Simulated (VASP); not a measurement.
# NaF (Villiaumite): G0W0 quasiparticle levels with LDA

Crystal: NaF (Villiaumite).

```
CELL_PARAMETERS angstrom
0.00000 2.32000 2.32000
2.32000 0.00000 2.32000
2.32000 2.32000 0.00000
ATOMIC_POSITIONS crystal
Na 0.00000 0.00000 0.00000
F 0.50000 0.50000 0.50000
```

* Program: VASP 6.6.1
* Task: G0W0 quasiparticle levels
* Functional: LDA
* Potentials or basis: VASP PAW LDA potentials, release 64 (Na_sv_GW, F_GW)
* Cutoff: 500 eV
* k mesh: 6 × 6 × 6
* Occupations: gaussian, width 0.01 eV
* Spin: no spin polarisation
* Ladder: free
* GW scheme: G0W0
* GW iterations: 1
* Cutoff of the response function: 200
* Frequency points: 50
* Empty bands: 160
* Further INCAR settings: ALGO = EVGW0; EDIFF = 1e-08; NBANDS = 168

| Quantity | Value |
| --- | --- |
| Band gap on the k mesh, mean-field level | 5.95 eV, direct |
| Quasiparticle gap | 10.52 eV |
| Least direct quasiparticle gap | 10.52 eV |

Levels at points of the mesh, in eV from the valence-band top:
```csv
k point,band 6,band 7,band 8,band 9,band 10,band 11
"(0.00, 0.00, 0.00)",0.00,0.00,0.00,5.95,18.51,18.51
"(0.50, 0.00, 0.00)",-1.65,-0.26,-0.26,10.37,12.08,19.64
"(0.50, 0.50, 0.00)",-1.33,-0.42,-0.42,12.72,12.84,13.23
```

It took 2.1 min on 4 MPI ranks on Intel(R) Xeon(R) Platinum 8488C (Sapphire Rapids), with other jobs on the host, peak memory 0.68 GiB a rank.

Caveat: bands, screening cutoff and mesh are small and nothing is extrapolated, so the quasiparticle values aren't converged.
